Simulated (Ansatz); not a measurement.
Calculated 181Ta nuclear quadrupole resonance for TaN

Cell: a COD entry whose atoms were relaxed with PBE, the cell held.

```cif
data_structure
_symmetry_space_group_name_H-M 'P 1'
_symmetry_Int_Tables_number 1
_cell_length_a 2.9380
_cell_length_b 2.9380
_cell_length_c 2.8830
_cell_angle_alpha 90.000
_cell_angle_beta 90.000
_cell_angle_gamma 120.000
_cell_volume 21.55
loop_
_atom_site_label
_atom_site_type_symbol
_atom_site_fract_x
_atom_site_fract_y
_atom_site_fract_z
_atom_site_occupancy
Ta1 Ta 0.33333 0.66667 0.50000 1
N2 N 0.00000 0.00000 0.00000 1
```

Atoms are numbered from 1 in the order listed; like atoms form one site, named after its first atom.

Computed with Ansatz: DFT, r2SCAN, plane waves and PAW, scalar-relativistic, collinear spin, 500 eV cutoff, Γ-centred 18×18×16 k-points, Fermi–Dirac smearing 0.05 eV. Start moments as typed (μB): 2 on each Ta, none on the rest.

181Ta: I = 7/2, Q = 3170 mb (year-2017 value). Static lattice, zero field.

Task: The simulated lines lie at 23.0, 45.9, 68.9 MHz. What are |C_Q|, η and |V_zz| at Ta?

Result: For I = 7/2 and η = 0 the lines are |C_Q|/14 times 1, 2 and 3; η shifts the lowest up most. Here |C_Q| = 322 MHz, η = 0.00 and |V_zz| = 4.20 × 10²¹ V/m². The calculation gives V_zz positive; the lines don't show the sign. The site has 6 N at 2.23 Å.

An axis of threefold or higher order runs through Ta, so V_zz lies along it and η is zero.

The program didn't check the stability of this electronic state in full, so a lower one may lie near. The run finds no gap above 0.1 eV (a metal, or nearly one), so the gradients can move by 10 % or more with the k-mesh. Without spin–orbit coupling the gradients at and beside Ta can be off by some per cent, at some sites by more. With these PAW files V_zz is typically within 2 to 3 % of all-electron values, but misses above 10 % occur on Ta. Semilocal functionals make gaps too small and can close them, so the real compound need not be a metal. The start moments die out, and the run ends without spin.

Hardware: 1 thread of Intel Xeon 6975P-C (Granite Rapids) (x86_64; 16 cores open to the job, memory cap 3.0 GiB, no GPU), a shared host with a load of 2.1 a core. Wall time 56 s, CPU time 54 s, peak memory 0.69 GiB.
